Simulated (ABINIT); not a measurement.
Runs of ABINIT 10.8.3 (patched build) on Sn. Symmetry: Fd-3m, No. 227, cubic system. Conventional cell: a = 6.467 Å, b = 6.467 Å, c = 6.467 Å, α = 90.00°, β = 90.00°, γ = 90.00°. Sn (site symmetry -43m) is surrounded by 4 Sn at 2.80 Å. This isn't the form of Sn at room conditions, which is tetragonal (white tin).

```tsv
potentials or basis	cutoff (eV)	fine-grid cutoff	gap on the mesh (eV)	pressure (GPa)
PseudoDojo NC SR PBE v0.4.1 standard	1170	-	none	(a)
Ansatz PAW PBE default generated set, frozen core	490	979.61 eV	none	2.1
Ansatz NC r2SCAN	1469	-	none	2.2
SG15 NC PBE v1.2	707	-	none	0.8
JTH PAW PBE v2.0	707	1306.15 eV	none	(b)
```

Alike in all rows: task single point; level r2SCAN; no spin polarisation; cell as given; k mesh 7 × 7 × 7; smearing fermi-dirac 0.05 eV.

Question: Estimate the missing entries.

Answer: (a) 1.4; (b) 2.0.

Caveats: the potentials were made for another functional, which shifts forces and pressure (some runs); the PAW data sets were made with another functional, which shifts forces and pressure a little (some runs); a meta-GGA on potentials with a model core is unreliable (some runs).

A k mesh can miss the band edges, and the runs leave out spin-orbit coupling on Sn.

A gap of «none» marks a metal or a gap under the smearing width.

Runs at the PBE level aren't shown here.
